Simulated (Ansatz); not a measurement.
Task: a charge-density difference against the sublattices of CO₂, space group P4_2/mnm, with the Python package of Ansatz (0.2.0). Give the script and its output. Use (first run): PBEsol, PAW, cutoff 460 eV, 5×5×4 k-points, Fermi-Dirac smearing of 0.15 eV.

```yaml
crystal:
  lattice:
    - [3.51610, 0.00000, 0.00000]
    - [0.00000, 3.51610, 0.00000]
    - [0.00000, 0.00000, 4.10430]
  atoms:
    - { symbol: C, position: [0.00000, 0.00000, 0.00000] }
    - { symbol: C, position: [0.50000, 0.50000, 0.50000] }
    - { symbol: O, position: [0.23000, 0.23000, 0.00000] }
    - { symbol: O, position: [0.27000, 0.73000, 0.50000] }
    - { symbol: O, position: [0.77000, 0.77000, 0.00000] }
    - { symbol: O, position: [0.73000, 0.27000, 0.50000] }
```

`co2_drho.py`:
```python
"""Density of CO2 less that of its sublattices."""

import ansatz as az
import numpy as np

FUNCTIONAL = "pbesol"
SMEARING = "fermi_dirac"
WIDTH_EV = 0.15
TOLERANCE = 1e-07
CUTOFF_EV = 460
KMESH = (5, 5, 4)

VECTORS = np.array([
    [3.5161, 0.0, 0.0],
    [0.0, 3.5161, 0.0],
    [0.0, 0.0, 4.1043],
])
SITES = [
    ("C", [0.0, 0.0, 0.0]),
    ("C", [0.5, 0.5, 0.5]),
    ("O", [0.23, 0.23, 0.0]),
    ("O", [0.27, 0.73, 0.5]),
    ("O", [0.77, 0.77, 0.0]),
    ("O", [0.73, 0.27, 0.5]),
]


def make_crystal(cell):
    crystal = az.Crystal(lattice=az.Lattice.of(cell))
    for symbol, position in SITES:
        crystal = crystal.atom(symbol, position)
    return crystal

# same cell, cutoff and mesh for the crystal and its parts
def solve(crystal):
    return (
        crystal.calculation()
        .functional(FUNCTIONAL)
        .occupations(SMEARING, width=WIDTH_EV)
        .scf(tolerance=TOLERANCE)
        .basis(CUTOFF_EV, grid_basis="typed")
        .kpoints(*KMESH)
        .density()
        .run(threads=1)
    )


whole = solve(make_crystal(VECTORS))
difference = whole.density().channels[0].density_e_per_ang3.copy()
binding = whole.report["free_energy_ev"]
for element in ["C", "O"]:
    part = az.Crystal(lattice=az.Lattice.of(VECTORS))
    for symbol, position in SITES:
        if symbol == element:
            part = part.atom(symbol, position)
    alone = solve(part)
    difference -= alone.density().channels[0].density_e_per_ang3
    binding -= alone.report["free_energy_ev"]
    print(f"{element} sublattice: {alone.report['n_electrons']:g} electrons, {alone.report['n_iterations']} iterations")

voxel = abs(np.linalg.det(VECTORS)) / difference.size
print(f"energy of the crystal less its unpolarised sublattices: {binding / len(SITES):.4f} eV/atom")
print(f"net charge of the difference {difference.sum() * voxel:.5f} e, charge moved {0.5 * np.abs(difference).sum() * voxel:.3f} e")
print(f"extremes {difference.min():.4f} and {difference.max():.4f} e/A^3")
for (symbol, position) in SITES:
    index = tuple(int(round(p * n)) % n for p, n in zip(position, difference.shape))
    print(f"  change of the pseudo-density at the grid point nearest {symbol}: {difference[index]:+.4f} e/A^3")
profile = difference.mean(axis=(0, 1))
print("planar mean along the third vector:", np.round(profile[:: max(len(profile) // 12, 1)], 4))
```

Running `python co2_drho.py` prints:
```text
C sublattice: 8 electrons, 6 iterations
O sublattice: 24 electrons, 7 iterations
energy of the crystal less its unpolarised sublattices: -5.5557 eV/atom
net charge of the difference -0.00000 e, charge moved 1.620 e
extremes -0.2380 and 0.9745 e/A^3
  change of the pseudo-density at the grid point nearest C: +0.3240 e/A^3
  change of the pseudo-density at the grid point nearest C: +0.2630 e/A^3
  change of the pseudo-density at the grid point nearest O: +0.1884 e/A^3
  change of the pseudo-density at the grid point nearest O: +0.0377 e/A^3
  change of the pseudo-density at the grid point nearest O: +0.1884 e/A^3
  change of the pseudo-density at the grid point nearest O: +0.0377 e/A^3
planar mean along the third vector: [ 0.0861  0.0307 -0.0232 -0.0399 -0.042  -0.0346 -0.002   0.0681  0.0681
 -0.002  -0.0346 -0.042  -0.0399 -0.0232  0.0307]
```

Caveats:
- The fields are valence quantities on the plane-wave grid; their values near the nuclei depend on the potentials.
- The structure is a deposited one; some such entries were measured under pressure or heat, so a shift against it needn't be the functional's error alone.
- Charge moved counts every rearrangement, bonding and polarisation too, and is no transfer between atoms; the bare sublattices are artificial references. Values near the nuclei depend on the potentials.
- Wall time of the script: 5.4 s on 1 thread of Arm Neoverse N1, on a shared host, peak memory 0.35 GiB.

(Lines on the test bed's own set-up are left out of the output.)
